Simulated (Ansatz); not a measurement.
# Co (Co, bcc): the cost of one run

Computed with Ansatz 0.2.0 (DFT PBEsol, plane waves (420 eV) with PAW, scalar-relativistic; PBE-made PAW files, unless a step says otherwise).

### Step 1. The structure to begin with

Symmetry: Im-3m, No. 229, cubic system. Conventional cell: a = 2.808 Å, b = 2.808 Å, c = 2.808 Å, α = 90.00°, β = 90.00°, γ = 90.00°. Around Co (site symmetry m-3m) lie 8 Co at 2.43 Å.

Structure file:

```xyz
2
Lattice="2.8083 0.0000 0.0000 0.0000 2.8083 0.0000 0.0000 0.0000 2.8083" Properties=species:S:1:pos:R:3 pbc="T T T"
Co    0.0000    0.0000    0.0000
Co    1.4041    1.4041    1.4041
```

The atoms start with moments of +1.7, -1.7 μB.

### Step 2. Relaxing cell and atoms

Contents of input.yaml:

```yaml
crystal:
  lattice:
    - [2.8082743434, 0.0, 0.0]
    - [0.0, 2.8082743434, 0.0]
    - [0.0, 0.0, 2.8082743434]
  atoms:
    - { symbol: Co, position: [0.0, 0.0, 0.0], spin: 1.7 }
    - { symbol: Co, position: [0.5, 0.5, 0.5], spin: -1.7 }
hamiltonian:
  xc: pbesol
  pseudopotentials:
    kind: paw
    azcp:
      Co: "pseudopotentials/Co.paw.azcp"
basis:
  ecutwfc: 420
  fft_grid_basis: typed
kpoints:
  mp_grid: { grid: [11, 11, 11], shift: [0, 0, 0] }
magnetization:
  spin_polarized: true
scf:
  occupations: { method: fermi_dirac, width: 0.05 }
relax:
  max_steps: 60
  f_tol: 0.01
  cell: {}
```

Q: Estimate wall time and peak memory on 2 threads of Arm Neoverse V2, shared host.

About 9.6 s, with a peak of 0.3 GiB.
